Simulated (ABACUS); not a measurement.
Crystal: CsSnI3.

```xyz
5
Lattice="6.2057 0.0000 0.0000 0.0000 6.2057 0.0000 0.0000 0.0000 6.2057" Properties=species:S:1:pos:R:3 pbc="T T T"
Cs    0.0000    0.0000    0.0000
I     3.1029    3.1029    0.0000
I     3.1029    0.0000    3.1029
I     0.0000    3.1029    3.1029
Sn    3.1029    3.1029    3.1029
```

Base run:

| Property | Result |
| --- | --- |
| Program | ABACUS 3.10.1 |
| Functional | LDA |
| Potentials or basis | PseudoDojo NC SR 0.4.1 LDA standard |
| Cutoff | 993 eV |
| Density cutoff | 3973 eV |
| Basis | plane waves |
| k mesh | 4 × 4 × 4 |
| Occupations | fermi-dirac, width 0.05 eV |
| Spin | no spin polarisation |

Its results: band gap on the k mesh 0.28 eV, direct; pressure -1.3 GPa.

Task: The run is repeated on the same cell with these changes: functional from LDA to PBEsol; potentials or basis from PseudoDojo NC SR 0.4.1 LDA standard to Ansatz NC PBE. What comes out?

Result: Band gap on the k mesh 0.23 eV, direct; pressure -0.3 GPa.

Caveats: spin-orbit coupling is left out, which moves the levels of the heavy elements; the cell was measured hot, at 500 K; the potentials were made for another functional, which shifts forces and pressure (some runs).

A k mesh can miss the band edges.

Not every run made on this cell is shown here.
